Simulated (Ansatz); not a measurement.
Here is an Ansatz 0.2.0 calculation.

File input.yaml:

```yaml
crystal:
  lattice:
    - [3.232, 0.0, 0.0]
    - [-1.616, 2.798994105, 0.0]
    - [0.0, 0.0, 5.147]
  atoms:
    - { symbol: Zr, position: [0.6666666667, 0.3333333333, 0.75] }
    - { symbol: Zr, position: [0.3333333333, 0.6666666667, 0.25] }
kpoints:
  mp_grid: { grid: [9, 9, 5] }
scf:
  occupations: { method: fermi_dirac, width: 0.05 }
hamiltonian:
  xc: lda
  pseudopotentials: { kind: all_electron, lapw: { basis_error: 0.001 } }
output:
  forces: true
  stress: true
relax:
  f_tol: 0.005
  max_steps: 60
  cell: {}
```

Potentials or basis: all-electron LAPW, scalar-relativistic.

Run with:

```bash
$ ansatz run input.yaml --threads 1 --pin off --max-ram 3072MiB --backend cpu --events-out ev --progress --plain --runs-dir out
```

**Question.** Estimate the relaxed cell.

**Answer.** a = 3.145 Å, b = 3.145 Å, c = 5.089 Å, α = 90.00°, β = 90.00°, γ = 120.00°.

**Question.** Estimate the space group after relaxing (to 0.05 Å).

**Answer.** P6_3/mmc (No. 194).

**Question.** Predict the relaxed volume.

**Answer.** 21.80 Å³/atom.

Step by step:
| step | energy change (eV) | largest force (eV/Å) | volume (Å³) |
| --- | --- | --- | --- |
| 1 | 0.0000 | 0.0000 | 46.56 |
| 2 | -0.0593 | 0.0000 | 43.81 |
| 3 | -0.0597 | 0.0000 | 43.59 |
| 4 | -0.0597 | 0.0000 | 43.60 |
| 5 | -0.0597 | 0.0000 | 43.60 |

LDA usually gives volumes a few per cent too small. Zero-point motion and thermal expansion aren't in these numbers.
